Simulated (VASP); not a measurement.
# Mo (Im-3m) in VASP: a series of runs

The runs below take Mo through relaxation of cell and atoms, with r2SCAN.

Everything below comes from runs of VASP 6.6.1. Logs are shortened: lines on timing, memory, paths and dates and some standing lists are left out, and cuts for length are marked.

**1. The structure**

It takes space group Im-3m (No. 229, cubic). Conventional cell: a = 3.147 Å, b = 3.147 Å, c = 3.147 Å, α = 90.00°, β = 90.00°, γ = 90.00°. Mo (site symmetry m-3m) has 8 Mo at 2.73 Å as nearest neighbours.

**2. Relaxation of cell and atoms, r2SCAN, target pressure 22 GPa, at which the enthalpy is minimised**

Contents of INCAR:

```
SYSTEM = Mo
ALGO = Normal
EDIFF = 1E-6
EDIFFG = -0.01
ENCUT = 600
IBRION = 2
ISIF = 3
ISMEAR = 1
KPAR = 2
LASPH = .TRUE.
LCHARG = .FALSE.
LMIXTAU = .TRUE.
LREAL = .FALSE.
LWAVE = .FALSE.
METAGGA = R2SCAN
NELM = 80
NSW = 90
PREC = Accurate
PSTRESS = 220.0
SIGMA = 0.1
```

Contents of KPOINTS:

```
k-points
0
G
  16 16 16
  0 0 0
```

Contents of POSCAR:

```
Mo
1.0
   -1.5734150000      1.5734150000      1.5734150000
    1.5734150000     -1.5734150000      1.5734150000
    1.5734150000      1.5734150000     -1.5734150000
Mo
1
Direct
    0.0000000000      0.0000000000      0.0000000000
```

Potentials or basis: VASP PAW PBE potentials, release 64 (Mo_sv).

Started as:

```sh
> cat potpaw_PBE.64/Mo_sv/POTCAR > POTCAR
> mpirun -np 2 vasp_std > vasp.out
```

OUTCAR:

```text
SYSTEM = Mo
   EDIFF = 1E-6
   EDIFFG = -0.01
   ENCUT = 600
   IBRION = 2
   ISIF = 3
   ISMEAR = 1
   LASPH = .TRUE.
   LREAL = .FALSE.
   METAGGA = R2SCAN
   NELM = 80
   NSW = 90
   PREC = Accurate
   PSTRESS = 220.0

 ion  position               nearest neighbor table
   1  0.000  0.000  0.000-

  LATTYP: Found a body centered cubic cell.
 ALAT       =     3.1468300000

  Lattice vectors:

 A1 = (  -1.5734150000,   1.5734150000,   1.5734150000)
 A2 = (   1.5734150000,  -1.5734150000,   1.5734150000)
 A3 = (   1.5734150000,   1.5734150000,  -1.5734150000)

Analysis of symmetry for initial positions (statically):
=====================================================================
 Subroutine PRICEL returns:
 Original cell was already a primitive cell.

 Routine SETGRP: Setting up the symmetry group for a
 body centered cubic supercell.

 Subroutine GETGRP returns: Found 48 space group operations
 (whereof 48 operations were pure point group operations)
 out of a pool of 48 trial point group operations.

The static configuration has the point symmetry O_h .

Analysis of symmetry for dynamics (positions and initial velocities):
=====================================================================
 Subroutine PRICEL returns:
 Original cell was already a primitive cell.

 Routine SETGRP: Setting up the symmetry group for a
 body centered cubic supercell.

 Subroutine GETGRP returns: Found 48 space group operations
 (whereof 48 operations were pure point group operations)
 out of a pool of 48 trial point group operations.

The dynamic configuration has the point symmetry O_h .

 Subroutine INISYM returns: Found 48 space group operations
 (whereof 48 operations are pure point group operations),
 and found     1 'primitive' translations

----------------------------------------------------------------------------------------

                                     Primitive cell

  volume of cell :      15.5808

  direct lattice vectors                    reciprocal lattice vectors
    -1.573415000  1.573415000  1.573415000     0.000000000  0.317780115  0.317780115
     1.573415000 -1.573415000  1.573415000     0.317780115  0.000000000  0.317780115
     1.573415000  1.573415000 -1.573415000     0.317780115  0.317780115  0.000000000

  length of vectors
     2.725234721  2.725234721  2.725234721     0.449408949  0.449408949  0.449408949

  position of ions in fractional coordinates (direct lattice)
     0.000000000  0.000000000  0.000000000

  ion indices of the primitive-cell ions
   primitive index   ion index
                 1           1

----------------------------------------------------------------------------------------

 KPOINTS: k-points

Automatic generation of k-mesh.
 Grid dimensions read from file:
 generate k-points for:   16   16   16

 Generating k-lattice:

  Cartesian coordinates                     Fractional coordinates (reciprocal lattice)
     0.000000000  0.019861257  0.019861257     0.062500000  0.000000000  0.000000000
     0.019861257  0.000000000  0.019861257     0.000000000  0.062500000  0.000000000
     0.019861257  0.019861257  0.000000000     0.000000000  0.000000000  0.062500000

  Length of vectors
     0.028088059  0.028088059  0.028088059

  Shift w.r.t. Gamma in fractional coordinates (k-lattice)
     0.000000000  0.000000000  0.000000000

 Subroutine IBZKPT returns following result:
 ===========================================

 Found    145 irreducible k-points:

 Following reciprocal coordinates:
            Coordinates               Weight
  0.000000  0.000000  0.000000      1.000000
  0.062500  0.000000  0.000000     12.000000
  0.125000  0.000000  0.000000     12.000000
  0.187500  0.000000  0.000000     12.000000
  0.250000  0.000000  0.000000     12.000000
  0.312500  0.000000  0.000000     12.000000
[... 16 lines left out ...]
  0.187500  0.187500  0.000000     24.000000
  0.250000  0.187500  0.000000     48.000000
 [... further k-points ...]
   k-points           NKPTS =    145   k-points in BZ     NKDIM =    145   number of bands    NBANDS=     11
   number of dos      NEDOS =    301   number of ions     NIONS =      1
   total plane-waves  NPLWV =  13824
   dimension x,y,z NGX =    24 NGY =   24 NGZ =   24
   dimension x,y,z NGXF=    48 NGYF=   48 NGZF=   48
   ions per type =               1
   NGX,Y,Z   is equivalent  to a cutoff of  14.64, 14.64, 14.64 a.u.
   NGXF,Y,Z  is equivalent  to a cutoff of  29.28, 29.28, 29.28 a.u.
 SYSTEM =  Mo
   PREC   = accura    normal or accurate (medium, high low for compatibility)
   ISTART =      0    job   : 0-new  1-cont  2-samecut
   ICHARG =      2    charge: 1-file 2-atom 10-const
   ISPIN  =      1    spin polarized calculation?
   LNONCOLLINEAR =      F non collinear calculations
   LSORBIT =      F    spin-orbit coupling
   LASPH  =      T    aspherical Exc in radial PAW
   ENCUT  =  600.0 eV  44.10 Ry    6.64 a.u.   5.44  5.44  5.44*2*pi/ulx,y,z
   NELM   =     80;   NELMIN=  2; NELMDL= -5     # of ELM steps
   EDIFF  = 0.1E-05   stopping-criterion for ELM
   LREAL  =      F    real-space projection
   EDIFFG = -.1E-01   stopping-criterion for IOM
   NSW    =     90    number of steps for IOM
   IBRION =      2    ionic relax: 0-MD 1-quasi-New 2-CG
   NFREE  =      1    steps in history (QN), initial steepest desc. (CG)
   ISIF   =      3    stress and relaxation
   ISYM   =      2    0-nonsym 1-usesym 2-fastsym
   POTIM  = 0.5000    time-step for ionic-motion
   TEBEG  =    0.0;   TEEND  =   0.0 temperature during run
   PSTRESS=  220.0 pullay stress
   NELECT =      14.0000    total number of electrons
   NUPDOWN=      -1.0000    fix difference up-down
   EMIN   =  10.00;   EMAX   =-10.00  energy-range for DOS
   EFERMI =   0.00;   METHOD = LEGACY
   ISMEAR =     1;   SIGMA  =   0.10  broadening in eV -4-tet -1-fermi 0-gaus
   EFERMI_NEDOS =   21; number of points for ismear=-14 and -15
   IALGO  =     38    algorithm
   IMIX   =      4    mixing-type and parameters
     AMIX     =   0.40;   BMIX     =  1.00
     AMIX_MAG =   1.60;   BMIX_MAG =  1.00
  volume/ion in A,a.u.               =      15.58       105.14
  Fermi-wavevector in a.u.,A,eV,Ry     =   1.579747  2.985289 33.954710  2.495601
  Thomas-Fermi vector in A             =   2.680079
   LORBIT       =      0    0 simple, 1 ext, 2 COOP (PROOUT), +10 PAW based schemes
   METAGGA = R2SCAN    functional components
   LHFCALC =     F    Hartree Fock is set to
   AEXX    =    0.0000 exact exchange contribution
   IVDW    =     0    specifies the selected vdW correction
   LEPSILON=     F    determine dielectric tensor
   LRPA    =     F    only Hartree local field effects (RPA)
 conjugate gradient relaxation of ions
 non-spin polarized calculation
 Methfessel and Paxton  Order N= 1 SIGMA  =   0.10
  energy-cutoff  :      600.00
  volume of cell :       15.58
 maximum number of plane-waves:       537
 NGX is ok and might be reduce to    24
   NGX = 11   NGY = 11   NGZ = 11

--------------------------------------- Ionic step        1  -------------------------------------------

 number of electron      14.0000002 magnetization

 Free energy of the ion-electron system (eV)
  ---------------------------------------------------
  ext. energy  EPLUGINS =         0.00000000
  ---------------------------------------------------
  free energy    TOTEN  =       -26.08117038 eV

  energy without entropy =      -26.08164120  energy(sigma->0) =      -26.08132732

------------------------ aborting loop because EDIFF is reached ----------------------------------------

  FORCE on cell =-STRESS in cart. coord.  units (eV):
  Direction    XX          YY          ZZ          XY          YZ          ZX
  --------------------------------------------------------------------------------------
  -------------------------------------------------------------------------------------
  Total        0.1733032      0.1733032      0.1733032     -0.0000000      0.0000000     -0.0000000
  in kB       17.8208050     17.8208050     17.8208050     -0.0000000      0.0000000     -0.0000000
  external PRESSURE =    -202.1791950 kB  Pullay stress =     220.0000000 kB
[... 133 lines left out ...]
  enthalpy is  TOTEN    =       -24.0046132985 eV   P V=        2.0122882888

--------------------------------------- Ionic step        5  -------------------------------------------

 number of electron      13.9999999 magnetization

 Free energy of the ion-electron system (eV)
  ---------------------------------------------------
  ext. energy  EPLUGINS =         0.00000000
  ---------------------------------------------------
  free energy    TOTEN  =       -26.01418025 eV

  energy without entropy =      -26.01457214  energy(sigma->0) =      -26.01431088

 E-fermi :  13.6716     XC(G=0): -15.0595

 val. band max:       13.6238067908   @ k =  -0.1875   0.1875   0.0625
 cond. band min:      13.6959354308   @ k =   0.1875   0.0000   0.0000
 fundamental gap:      0.0721286400
 Fermi energy:        13.6716443577

 k-point     1 :       0.0000    0.0000    0.0000
  band No.  band energies     occupation
      1     -49.5955      2.00000
      2     -21.8868      2.00000
      3     -21.8868      2.00000
      4     -21.8868      2.00000
      5       5.7876      2.00000
      6      12.0881      2.00000
      7      12.0881      2.00000
      8      12.0881      2.00000
      9      15.6746      0.00000
     10      15.6746      0.00000
     11      29.2258      0.00000
[... 309 lines left out ...]
 k-point    24 :       0.2500    0.1875    0.0000
  band No.  band energies     occupation
      1     -49.2602      2.00000
      2     -23.3355      2.00000
      3     -22.4856      2.00000
      4     -22.0475      2.00000
      5       8.9714      2.00000
      6      10.3117      2.00000
      7      11.6712      2.00000
      8      14.9523     -0.00000
      9      16.5589      0.00000
     10      18.9388      0.00000
     11      28.1976      0.00000

 [... further k-points ...]

------------------------ aborting loop because EDIFF is reached ----------------------------------------

  FORCE on cell =-STRESS in cart. coord.  units (eV):
  Direction    XX          YY          ZZ          XY          YZ          ZX
  --------------------------------------------------------------------------------------
  -------------------------------------------------------------------------------------
  Total        2.0110500      2.0110500      2.0110500      0.0000000      0.0000000      0.0000000
  in kB      220.1658786    220.1658786    220.1658786      0.0000000      0.0000000      0.0000000
  external PRESSURE =       0.1658786 kB  Pullay stress =     220.0000000 kB
[... 16 lines left out ...]
  FREE ENERGIE OF THE ION-ELECTRON SYSTEM (eV)
  ---------------------------------------------------
  free  energy   TOTEN  =       -26.0141802489 eV

  energy  without entropy=      -26.0145721432  energy(sigma->0) =      -26.01431088

  enthalpy is  TOTEN    =       -24.0046454724 eV   P V=        2.0095347765

 reached required accuracy - stopping structural energy minimisation
```

Run time: 3.2 min. Hardware: 2 MPI ranks of AMD EPYC 9R45 (Zen 5), shared host; peak memory 0.15 GiB.

What came out:

* Free energy: -26.0142 eV
* Relaxed volume: 14.63 Å³/atom
* Relaxed cell: a = 2.669 Å, b = 2.669 Å, c = 2.669 Å, α = 109.47°, β = 109.47°, γ = 109.47°
* Space group after relaxing (to 0.05 Å): Im-3m (No. 229)
* Energy change on relaxing (the enthalpy is what falls): +67.0 meV/atom
* Ionic steps: 5
* Pressure after relaxing: 22.0 GPa
* Band gap on the k mesh: none (metal or under the smearing width)

The path:
```csv
step,energy change (eV),largest force (eV/Å),pressure (GPa),volume (Å³)
1,0.0000,0.0000,1.78,15.58
2,1.5469,0.0000,154.59,11.55
3,0.0546,0.0000,19.67,14.73
4,0.0643,0.0000,21.50,14.65
5,0.0670,0.0000,22.02,14.63
```

Final structure:
```xyz
1
Lattice="-1.5409 1.5409 1.5409 1.5409 -1.5409 1.5409 1.5409 1.5409 -1.5409" Properties=species:S:1:pos:R:3 pbc="T T T"
Mo    0.0000    0.0000    0.0000
```

Caveat: the cell is relaxed towards a set pressure, so the enthalpy falls and the energy may rise; the PAW data sets were made with another functional, which shifts forces and pressure a little.

**3. Relaxation of cell and atoms, r2SCAN, target pressure 22 GPa, at which the enthalpy is minimised**

This run uses another cell than the first one, of 14.63 Å³/atom, 0.939 times its volume.

Changes to INCAR since step 2:

```diff
@@ -2,4 +2,4 @@
 ALGO = Normal
-EDIFF = 1E-6
-EDIFFG = -0.01
+EDIFF = 1E-7
+EDIFFG = -0.005
 ENCUT = 600
```

KPOINTS is that of step 2.

Contents of POSCAR:

```
Mo                                      
1.0
   -1.5409000841      1.5409000841      1.5409000841
    1.5409000841     -1.5409000841      1.5409000841
    1.5409000841      1.5409000841     -1.5409000841
  Mo            
     1
Direct
     0.0000000000000000    0.0000000000000000    0.0000000000000000
```

Potentials or basis: VASP PAW PBE potentials, release 64 (Mo_sv).

Started as:

```sh
> cat potpaw_PBE.64/Mo_sv/POTCAR > POTCAR
> mpirun -np 2 vasp_std > vasp.out
```

OUTCAR:

```text
SYSTEM = Mo
   EDIFF = 1E-7
   EDIFFG = -0.005
   ENCUT = 600
   IBRION = 2
   ISIF = 3
   ISMEAR = 1
   LASPH = .TRUE.
   LREAL = .FALSE.
   METAGGA = R2SCAN
   NELM = 80
   NSW = 90
   PREC = Accurate
   PSTRESS = 220.0

 ion  position               nearest neighbor table
   1  0.000  0.000  0.000-

  LATTYP: Found a body centered cubic cell.
 ALAT       =     3.0818001682

  Lattice vectors:

[... 525 lines left out ...]

  FORCE on cell =-STRESS in cart. coord.  units (eV):
  Direction    XX          YY          ZZ          XY          YZ          ZX
  --------------------------------------------------------------------------------------
  -------------------------------------------------------------------------------------
  Total        2.0089904      2.0089904      2.0089904     -0.0000000     -0.0000000     -0.0000000
  in kB      219.9404028    219.9404028    219.9404028     -0.0000000     -0.0000000     -0.0000000
  external PRESSURE =      -0.0595972 kB  Pullay stress =     220.0000000 kB

 VOLUME and BASIS-vectors are now :
 -----------------------------------------------------------------------------
  energy-cutoff  :      600.00
  volume of cell :       14.63
      direct lattice vectors                 reciprocal lattice vectors
    -1.540900084  1.540900084  1.540900084     0.000000000  0.324485672  0.324485672
     1.540900084 -1.540900084  1.540900084     0.324485672  0.000000000  0.324485672
     1.540900084  1.540900084 -1.540900084     0.324485672  0.324485672  0.000000000

 POSITION                                       TOTAL-FORCE (eV/Angst)
 -----------------------------------------------------------------------------------
      0.00000      0.00000      0.00000        -0.000000      0.000000     -0.000000
 -----------------------------------------------------------------------------------
    total drift:                                0.000000      0.000000      0.000000

  FREE ENERGIE OF THE ION-ELECTRON SYSTEM (eV)
  ---------------------------------------------------
  free  energy   TOTEN  =       -26.0138601003 eV

  energy  without entropy=      -26.0142520133  energy(sigma->0) =      -26.01399074

  enthalpy is  TOTEN    =       -24.0043253239 eV   P V=        2.0095347764

 reached required accuracy - stopping structural energy minimisation
```

OSZICAR:

```text
N       E                     dE             d eps       ncg     rms          rms(c)
DAV:   1     0.866245875582E+02    0.86625E+02   -0.92488E+03  3206   0.150E+03
DAV:   2    -0.306706548774E+02   -0.11730E+03   -0.11371E+03  3448   0.384E+02
DAV:   3    -0.322727817051E+02   -0.16021E+01   -0.15870E+01  3739   0.447E+01
DAV:   4    -0.322773716555E+02   -0.45900E-02   -0.45896E-02  3502   0.274E+00
DAV:   5    -0.322773959669E+02   -0.24311E-04   -0.24312E-04  3729   0.199E-01    0.208E+01
DAV:   6    -0.252215122478E+02    0.70559E+01   -0.38983E+00  3370   0.265E+01    0.201E+00
DAV:   7    -0.260384833738E+02   -0.81697E+00   -0.23905E-01  3259   0.628E+00    0.232E+00
DAV:   8    -0.255330761031E+02    0.50541E+00   -0.61707E-01  3529   0.942E+00    0.316E+00
DAV:   9    -0.259694609811E+02   -0.43638E+00   -0.21059E-01  3454   0.463E+00    0.105E+00
DAV:  10    -0.260120923227E+02   -0.42631E-01   -0.10421E-02  3339   0.135E+00    0.436E-01
DAV:  11    -0.260139066908E+02   -0.18144E-02   -0.22548E-03  3568   0.630E-01    0.672E-02
DAV:  12    -0.260138393360E+02    0.67355E-04   -0.13153E-04  3400   0.166E-01    0.406E-02
DAV:  13    -0.260138677862E+02   -0.28450E-04   -0.78180E-05  3418   0.126E-01    0.163E-02
DAV:  14    -0.260138447080E+02    0.23078E-04   -0.15566E-05  3361   0.613E-02    0.860E-03
DAV:  15    -0.260138603076E+02   -0.15600E-04   -0.45891E-06  3355   0.345E-02    0.349E-03
DAV:  16    -0.260138596453E+02    0.66225E-06   -0.11713E-06  3649   0.124E-02    0.471E-04
DAV:  17    -0.260138600665E+02   -0.42116E-06   -0.96242E-08  1975   0.435E-03    0.192E-04
DAV:  18    -0.260138601003E+02   -0.33801E-07   -0.57584E-09  1649   0.104E-03
   1 F= -.24004325E+02 E0= -.24004456E+02  d E =-.240043E+02
```

CONTCAR:

```text
Mo
   1.00000000000000
    -1.5409000841000000    1.5409000841000000    1.5409000841000000
     1.5409000841000000   -1.5409000841000000    1.5409000841000000
     1.5409000841000000    1.5409000841000000   -1.5409000841000000
  Mo
     1
Direct
     0.0000000000000000    0.0000000000000000    0.0000000000000000

  0.00000000E+00  0.00000000E+00  0.00000000E+00
```

Wall time 52 s (2 MPI ranks of AMD EPYC 9R45 (Zen 5), shared host); peak memory 0.12 GiB.

Results:

```
Free energy             : -26.0139 eV
Pressure after relaxing : 22.0 GPa
Band gap on the k mesh  : none (metal or under the smearing width)
```

Final structure:
```xyz
1
Lattice="-1.5409 1.5409 1.5409 1.5409 -1.5409 1.5409 1.5409 1.5409 -1.5409" Properties=species:S:1:pos:R:3 pbc="T T T"
Mo    0.0000    0.0000    0.0000
```

Levels at points of the mesh, in eV from the Fermi level:
| k point | band 3 | band 4 | band 5 | band 6 | band 7 | band 8 | band 9 | band 10 | band 11 |
| --- | --- | --- | --- | --- | --- | --- | --- | --- | --- |
| (0.00, 0.00, 0.00) | -35.56 | -35.56 | -7.88 | -1.58 | -1.58 | -1.58 | 2.00 | 2.00 | 15.55 |
| (0.50, 0.00, 0.00) | -36.14 | -35.58 | -6.05 | -3.95 | 1.86 | 2.03 | 2.79 | 5.40 | 12.61 |
| (0.50, 0.50, 0.50) | -36.81 | -36.81 | -6.24 | -6.24 | 4.52 | 4.52 | 4.52 | 10.02 | 10.02 |

Caveat: the relaxation stopped at its first step, so nothing moved; the cell is relaxed towards a set pressure, so the enthalpy falls and the energy may rise; the PAW data sets were made with another functional, which shifts forces and pressure a little.
